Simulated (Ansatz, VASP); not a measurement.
**BaS: VASP beside Ansatz**

```
Ba S
1.0
     0.00000    3.17076    3.17076
     3.17076    0.00000    3.17076
     3.17076    3.17076    0.00000
Ba S
1 1
Direct
  0.50000 0.50000 0.50000
  0.00000 0.00000 0.00000
```

Alike in both runs: task single point; functional PBE; k mesh 10 × 10 × 10; occupations gaussian, width 0.05 eV; no spin polarisation.

```csv
,VASP,Ansatz
version,VASP 6.6.1,Ansatz 0.2.0
potentials or method,"VASP PAW PBE potentials, release 64 (Ba_sv, S)","scalar-relativistic, plane waves, PAW"
plane-wave cutoff (eV),520,420
valence electrons in the cell,16,16
```

Ansatz gave:

```
gap on the k mesh at the Fermi level (eV) : 2.17
least direct gap on the mesh (eV)         : 2.26
pressure (GPa)                            : 1.9
```

Problem. Which values does VASP return?

Solution. gap on the k mesh at the Fermi level (eV): 2.07; least direct gap on the mesh (eV): 2.19; pressure (GPa): 2.5.

With one functional, cell and mesh, what is left measures potentials, basis and numerics.

Caveats: spin-orbit coupling is left out, which moves the levels of the heavy elements. A k mesh can miss the band edges.
